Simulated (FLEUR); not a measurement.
# Rh (Fm-3m) in FLEUR: notebook

The runs below take Rh through single point, with PBE.

All numbers are computed with FLEUR MaX-R8.1 (later development tree); they aren't measurements. Logs are shortened: lines on timing, memory, paths and dates and some standing lists are left out, and cuts for length are marked.

**1. The structure**

Symmetry: Fm-3m, No. 225, cubic system. Conventional cell: a = 3.796 Å, b = 3.796 Å, c = 3.796 Å, α = 90.00°, β = 90.00°, γ = 90.00°. Rh (site symmetry m-3m) has 12 Rh at 2.68 Å as nearest neighbours.

**2. Single point, PBE**

File inp.xml:

```xml
<?xml version="1.0" encoding="UTF-8" standalone="no"?>
<fleurInput fleurInputVersion="0.39">
   <comment>
      Rh                                                                                                  
   </comment>
   <calculationSetup>
      <cutoffs Kmax="4.26" Gmax="13.2" GmaxXC="13.2" numbands="0"/>
      <scfLoop itmax="60" minDistance="0.00001" maxIterBroyd="15" imix="Anderson" alpha="0.05" precondParam="0.0" spinf="2.0" sdNocoIR="T"/>
      <coreElectrons ctail="T" frcor="F" kcrel="0" coretail_lmax="0"/>
      <xcFunctional name="pbe" relativisticCorrections="F"/>
      <magnetism jspins="1"/>
      <soc l_soc="F" theta="0.0" phi="0.0" spav="F"/>
      <expertModes spex="0" secvar="F"/>
      <geometryOptimization l_f="T" forcealpha="1.0" forcemix="BFGS" epsdisp="0.0005" epsforce="0.0002"/>
      <ldaU l_linMix="F" mixParam="0.05" spinf="1.0"/>
   </calculationSetup>
   <cell>
      <bzIntegration valenceElectrons="17.0" mode="hist" fermiSmearingEnergy="0.00183747">
         <kPointListSelection listName="default-1"/>
         <!-- k-points included here -->
         <xi:include xmlns:xi="http://www.w3.org/2001/XInclude" href="kpts.xml"> </xi:include>
      </bzIntegration>
      <!-- symmetry operations included here -->
      <xi:include xmlns:xi="http://www.w3.org/2001/XInclude" href="sym.xml"> </xi:include>
      <bulkLattice scale="1.0">
         <bravaisMatrix>
            <row-1>    0.0000000000000000     3.5864167255721098     3.5864167255721098</row-1>
            <row-2>    3.5864167255721098     0.0000000000000000     3.5864167255721098</row-2>
            <row-3>    3.5864167255721098     3.5864167255721098     0.0000000000000000</row-3>
         </bravaisMatrix>
      </bulkLattice>
   </cell>
   <atomSpecies>
      <species name="Rhodium (Rh)" element="Rh" atomicNumber="45">
         <mtSphere radius="2.3" gridPoints="777" logIncrement="0.016"/>
         <atomicCutoffs lmax="9" lnonsphr="7"/>
         <electronConfig flipSpins="F">
            <coreConfig>(1s1/2) (2s1/2) (2p1/2) (2p3/2) (3s1/2) (3p1/2) (3p3/2) (3d3/2) (3d5/2)</coreConfig>
            <valenceConfig>(4s1/2) (4p1/2) (4p3/2) (5s1/2) (4d3/2) (4d5/2)</valenceConfig>
            <stateOccupation state="(5s1/2)" spinUp="0.500000" spinDown="0.500000"/>
            <stateOccupation state="(4d3/2)" spinUp="1.600000" spinDown="1.600000"/>
            <stateOccupation state="(4d5/2)" spinUp="2.400000" spinDown="2.400000"/>
         </electronConfig>
         <energyParameters s="5" p="5" d="4" f="4"/>
         <lo type="SCLO" l="0" n="4" eDeriv="0"/>
         <lo type="SCLO" l="1" n="4" eDeriv="0"/>
         <lo type="SCLO" l="1" n="4" eDeriv="1"/>
         <lo type="SCLO" l="2" n="4" eDeriv="2"/>
         <lo type="SCLO" l="3" n="4" eDeriv="2"/>
      </species>
   </atomSpecies>
   <atomGroups>
      <atomGroup species="Rhodium (Rh)">
         <relPos label="                   1">.0000000000 .0000000000 .0000000000</relPos>
         <force calculate="T" relaxXYZ="TTT"/>
      </atomGroup>
   </atomGroups>
   <output dos="F" band="F" slice="F">
      <checks vchk="F" cdinf="F"/>
      <bandDOS minEnergy="-.5*Htr" maxEnergy="0.5*Htr" sigma="0.015" storeEVData="T"/>
      <vacuumDOS vacdos="F" integ="F" star="F" nstars="0" locx1="0.0" locy1="0.0" locx2="0.0" locy2="0.0" nstm="0" tworkf="0.0"/>
      <unfoldingBand unfoldBand="F" supercellX="1" supercellY="1" supercellZ="1"/>
      <plotting iplot="0" polar="F">
         <plot TwoD="T" vec1="  1.0  0.0  0.0" vec2="  0.0  1.0  0.0" vec3="  0.0  0.0  1.0" zero="  0.0  0.0  0.0" file="plot"/>
      </plotting>
      <chargeDensitySlicing numkpt="0" minEigenval="0.0" maxEigenval="0.0" nnne="0" pallst="F"/>
      <specialOutput eonly="F"/>
      <moessbauerParams electricFieldGradient="T" isomerShift="T" coreHyperfine="T" valenceHyperfine="T"/>
      <magneticCircularDichroism mcd="F" energyLo="-10.0" energyUp="0.0"/>
   </output>
  <!-- We include the file relax.xml here to enable relaxations (see documentation) -->
  <xi:include xmlns:xi="http://www.w3.org/2001/XInclude" href="relax.xml"> <xi:fallback/> </xi:include>
</fleurInput>
```

File crystal.txt:

```
Rh
&input cartesian=F /
0.0000000000  1.8978500000  1.8978500000
1.8978500000  0.0000000000  1.8978500000
1.8978500000  1.8978500000  0.0000000000
1.8897261246
1.0 1.0 1.0

1
45 0.0000000000  0.0000000000  0.0000000000

&kpt div1=12 div2=12 div3=12 gamma=T /
```

Potentials or basis: all-electron, FLAPW.

Started as:

```bash
inpgen -f crystal.txt -profile fastHighL
# inp.xml edited to the form shown
fleur_MPI
```

What it wrote:

```text
Welcome to FLEUR        (www.flapw.de)
      MaX-Release 8.1          (www.max-centre.eu)

 ========== k-point set info ==========
 Selected k-point list: default-1
 k-point list type: mesh
 12 x 12 x 12
 Number of k points: 72

 ------------Calculation Setup---------------------------
 Number of MPI-tasks      :            1
 Number of PE/node        :            1
 Number of OMP-threads    :            1
 Most efficient MPI parallelization for:
           1           2           3           4           6           8           9          12          18          24          36          72
 Additional eigenvalue parallelization possible
 Number of basis functions:          164
 Approximate size of matrices (H+S) per k-point:         0.000 GB
 --------------------------------------------------------
 Iteration:     1   Distance:      17.85460924 me/bohr^3
 Iteration:     2   Distance:      15.71344232 me/bohr^3
 Iteration:     3   Distance:       5.78592544 me/bohr^3
 Iteration:     4   Distance:       3.83863610 me/bohr^3
 Iteration:     5   Distance:       1.75608704 me/bohr^3
 Iteration:     6   Distance:       0.44044337 me/bohr^3
 Iteration:     7   Distance:       0.07223141 me/bohr^3
 Iteration:     8   Distance:       0.00454342 me/bohr^3
 Iteration:     9   Distance:       0.00448213 me/bohr^3
 Iteration:    10   Distance:       0.00052678 me/bohr^3
 Iteration:    11   Distance:       0.00075394 me/bohr^3
 Iteration:    12   Distance:       0.00005959 me/bohr^3
 Iteration:    13   Distance:       0.00001706 me/bohr^3
 Iteration:    14   Distance:       0.00000047 me/bohr^3

 ********************************************************************
 Run finished successfully
 Stop message:
   Structural relaxation: Done
 ********************************************************************
```

out.xml (last iteration):

```text
<iteration numberForCurrentRun="   15" overallNumber="   15">
         <energyParameters units="Htr">
            <atomicEP atomType="1" spin="1" branch="5s" branchLowest="-2.33" branchHighest="2.52" value="0.3680997369"/>
            <atomicEP atomType="1" spin="1" branch="5p" branchLowest="-1.11" branchHighest="3.28" value="0.4932262362"/>
            <atomicEP atomType="1" spin="1" branch="4d" branchLowest="-10.36" branchHighest="0.75" value="0.4376347834"/>
            <atomicEP atomType="1" spin="1" branch="4f" branchLowest="-9.99" branchHighest="2.68" value="0.7813306464"/>
            <loAtomicEP atomType="1" spin="1" branch="4s" branchLowest="-21.24" branchHighest="-2.33" value="-2.3485583312"/>
            <loAtomicEP atomType="1" spin="1" branch="4p" branchLowest="-17.05" branchHighest="-1.11" value="-1.1720701939"/>
            <loAtomicEP atomType="1" spin="1" branch="4p" branchLowest="-17.05" branchHighest="-1.11" value="-1.1720701939"/>
            <loAtomicEP atomType="1" spin="1" branch="4d" branchLowest="-10.36" branchHighest="0.75" value="0.4337390082"/>
            <loAtomicEP atomType="1" spin="1" branch="4f" branchLowest="-9.99" branchHighest="2.68" value="0.7813325958"/>
         </energyParameters>
         <eigenvalues>
            <eigenvaluesAt spin="1" ikpt="1" k_x="0.00000000" k_y="0.00000000" k_z="0.00000000">
                      -2.3527554394       -1.1565789330       -1.1565789330       -1.1565789330        0.2535426895
                       0.4330800619        0.4330800619        0.4330800619        0.5104056876        0.5104056876
                       1.1275619499        1.3250144799        1.3250144799        1.3250144799
            </eigenvaluesAt>
            <eigenvaluesAt spin="1" ikpt="2" k_x="0.00000000" k_y="0.00000000" k_z="0.08333333">
                      -2.3524745856       -1.1584800690       -1.1568375264       -1.1568375264        0.2637461487
                       0.4286637005        0.4369858522        0.4369858522        0.5082809171        0.5082809171
                       1.1420905141        1.2773270650        1.3399689199        1.3399689199
            </eigenvaluesAt>
            <eigenvaluesAt spin="1" ikpt="3" k_x="0.00000000" k_y="0.00000000" k_z="0.16666667">
                      -2.3517034819       -1.1636222588       -1.1575380213       -1.1575380213        0.2908461155
                       0.4208704481        0.4449153887        0.4449153887        0.5065018669        0.5065018669
                       1.1732017718        1.1935751409        1.3817379002        1.3817379002
            </eigenvaluesAt>
[... 17 lines left out ...]
            <state n="1" l="0" j="0.5" energy="-845.5318014563" weight="1.0000000000"/>
            <state n="2" l="0" j="0.5" energy="-121.9803038696" weight="1.0000000000"/>
            <state n="2" l="1" j="0.5" energy="-112.8850839028" weight="1.0000000000"/>
            <state n="2" l="1" j="1.5" energy="-107.5704913648" weight="2.0000000000"/>
            <state n="3" l="0" j="0.5" energy="-21.2443474910" weight="1.0000000000"/>
            <state n="3" l="1" j="0.5" energy="-17.6853710369" weight="1.0000000000"/>
            <state n="3" l="1" j="1.5" energy="-16.7709699618" weight="2.0000000000"/>
            <state n="3" l="2" j="1.5" energy="-10.4725826064" weight="2.0000000000"/>
            <state n="3" l="2" j="2.5" energy="-10.2922312261" weight="3.0000000000"/>
         </coreStates>
         <allElectronCharges>
            <spinDependentCharge spin="1" total="45.0000000" interstitial="1.8011350" mtSpheres="43.1988650"/>
            <totalCharge value="45.0000000002"/>
         </allElectronCharges>
         <moessbauerParams unitsHFF="kG" unitsIS="e/bohr^3" unitsEFG="Htr/bohr^2">
            <coreIsomerShift atomType="1" isTotal="122315.80899">
               <shell n="1" l="0" isomerShift="107670.20687"/>
               <shell n="2" l="0" isomerShift="12128.45694"/>
               <shell n="2" l="1" isomerShift="229.76491"/>
               <shell n="3" l="0" isomerShift="2242.11591"/>
               <shell n="3" l="1" isomerShift="45.26435"/>
               <shell n="3" l="2" isomerShift="0.00001"/>
            </coreIsomerShift>
            <isomerShift atomType="1" nucleusRadius="0.0001107" averageDensity="122743.48725"/>
            <electricFieldGradient atomType="1" VXX="0.00000" VYY="0.00000" VZZ="0.00000" asymParam="0.00000">
            </electricFieldGradient>
         </moessbauerParams>
         <totalEnergy                                    value="    -4785.2702675621" units="Htr">
            <sumOfEigenvalues                            value="    -2847.4961743654">
               <coreElectrons value="-2839.6633786021"/>
               <valenceElectrons value="-7.8327957633"/>
            </sumOfEigenvalues>
            <densityCoulombPotentialIntegral value="-7654.6580959424"/>
            <densityEffectivePotentialIntegral value="-7835.9200457487"/>
            <chargeDenXCDenIntegral value="-138.9833885848"/>
            <FockExchangeEnergyValence value="0.0000000000"/>
            <FockExchangeEnergyCore value="0.0000000000"/>
            <atomTypeDependentContributions atomType="1">
               <electronNucleiInteractionDifferentMTs value="5779.0301576187"/>
               <MadelungTerm value="-28.3515447707"/>
            </atomTypeDependentContributions>
            <tkbTimesEntropy value="0.0003034543"/>
            <freeEnergy value="-4785.2705710164"/>
            <extrapolationTo0K value="-4785.2704192892"/>
         </totalEnergy>
         <totalForcesOnRepresentativeAtoms units="Htr/bohr">
            <forceTotal atomType="1" x="0.000000" y="0.000000" z="0.000000" F_x="0.00000000" F_y="0.00000000" F_z="0.00000000"/>
         </totalForcesOnRepresentativeAtoms>
      </iteration>
```

Wall time 20 s (1 thread of Arm Neoverse V1, shared host); peak memory 0.06 GiB.

Results:

```
Free energy                                           : -130213.8458 eV
Band gap on the k mesh                                : none (metal or under the smearing width)
Valence electrons inside the program's atomic spheres : Rh 15.20 (radii Rh 2.3 bohr)
```

Levels at points of the mesh, in eV from the Fermi level:
```csv
k point,band 6,band 7,band 8,band 9,band 10,band 11
"(0.00, 0.00, 0.00)",-3.13,-3.13,-3.13,-1.02,-1.02,15.77
"(0.00, 0.00, 0.50)",-3.21,-3.21,0.56,0.56,0.71,8.68
"(0.00, 0.50, 0.50)",-6.02,0.52,0.98,0.98,3.25,12.33
```

Core levels (eV from the Fermi level):
| atom | levels |
| --- | --- |
| 1 Rh | 1s1/2 -23023.0, 2s1/2 -3334.2, 2p1/2 -3086.7, 2p3/2 -2942.1, 3s1/2 -593.0, 3p1/2 -496.2, 3p3/2 -471.3, 3d3/2 -299.9, 3d5/2 -295.0 |

**3. Single point, PBE (cell strained at random at fixed volume)**

Edit inp.xml of step 2 so:

```diff
@@ -26,5 +26,5 @@
          <bravaisMatrix>
-            <row-1>    0.0000000000000000     3.5864167255721098     3.5864167255721098</row-1>
-            <row-2>    3.5864167255721098     0.0000000000000000     3.5864167255721098</row-2>
-            <row-3>    3.5864167255721098     3.5864167255721098     0.0000000000000000</row-3>
+            <row-1>   -0.0743304873850164     3.5585338166036369     3.7085175996608899</row-1>
+            <row-2>    3.5941211389821039     0.0620038038742506     3.5721833084016223</row-2>
+            <row-3>    3.6370651651636390     3.4651435515259048     0.0190597776927156</row-3>
          </bravaisMatrix>
@@ -34,3 +34,3 @@
       <species name="Rhodium (Rh)" element="Rh" atomicNumber="45">
-         <mtSphere radius="2.3" gridPoints="777" logIncrement="0.016"/>
+         <mtSphere radius="2.3" gridPoints="753" logIncrement="0.017"/>
          <atomicCutoffs lmax="9" lnonsphr="7"/>
```

File crystal.txt:

```
Rh
&input cartesian=F /
-0.0393340000  1.8830950000  1.9624630000
1.9019270000  0.0328110000  1.8903180000
1.9246520000  1.8336750000  0.0100860000
1.8897261246
1.0 1.0 1.0

1
45 0.0047670000  0.0035010000  -0.0058200000

&kpt div1=12 div2=12 div3=12 gamma=T /
```

Potentials or basis: all-electron, FLAPW.

Started as:

```bash
inpgen -f crystal.txt -profile fastHighL
# inp.xml edited to the form shown
fleur_MPI
```

Run time: 6.1 min. Hardware: 1 thread of Arm Neoverse V1, shared host; peak memory 0.08 GiB.

Results (log left out):

| Quantity | Value |
| --- | --- |
| Free energy | -130213.8028 eV |
| Band gap on the k mesh | none (metal or under the smearing width) |
| Valence electrons inside the program's atomic spheres | Rh 15.21 (radii Rh 2.3 bohr) |

Levels at points of the mesh, in eV from the Fermi level:
```csv
k point,band 4,band 5,band 6,band 7,band 8,band 9,band 10,band 11,band 12,band 13
"(0.00, 0.00, 0.00)",-46.32,-7.99,-3.52,-3.16,-2.66,-1.26,-0.69,15.79,20.12,21.08
"(0.00, 0.00, 0.50)",-46.42,-6.16,-3.33,-3.03,0.23,0.86,0.90,8.92,15.28,20.73
"(0.00, 0.50, 0.00)",-46.45,-6.17,-3.62,-2.85,0.49,0.83,1.09,9.25,15.03,20.10
"(0.00, 0.50, 0.50)",-46.56,-6.37,-5.98,0.50,0.85,1.16,2.90,11.85,12.81,14.53
"(0.50, 0.00, 0.00)",-46.39,-6.18,-3.43,-2.80,0.32,0.35,0.64,8.09,15.64,21.25
"(0.50, 0.00, 0.50)",-46.66,-6.38,-6.04,0.47,0.99,1.12,3.96,12.19,13.22,13.37
"(0.50, 0.50, 0.00)",-46.58,-6.37,-5.97,0.45,0.80,1.23,3.04,12.04,13.24,13.88
"(0.50, 0.50, 0.50)",-46.43,-6.17,-3.76,-2.57,0.45,0.71,0.71,8.69,15.29,20.30
```

Core levels (eV from the Fermi level):
| atom | levels |
| --- | --- |
| 1 Rh | 1s1/2 -23023.0, 2s1/2 -3334.1, 2p1/2 -3086.6, 2p3/2 -2942.0, 3s1/2 -593.0, 3p1/2 -496.1, 3p3/2 -471.2, 3d3/2 -299.8, 3d5/2 -294.9 |
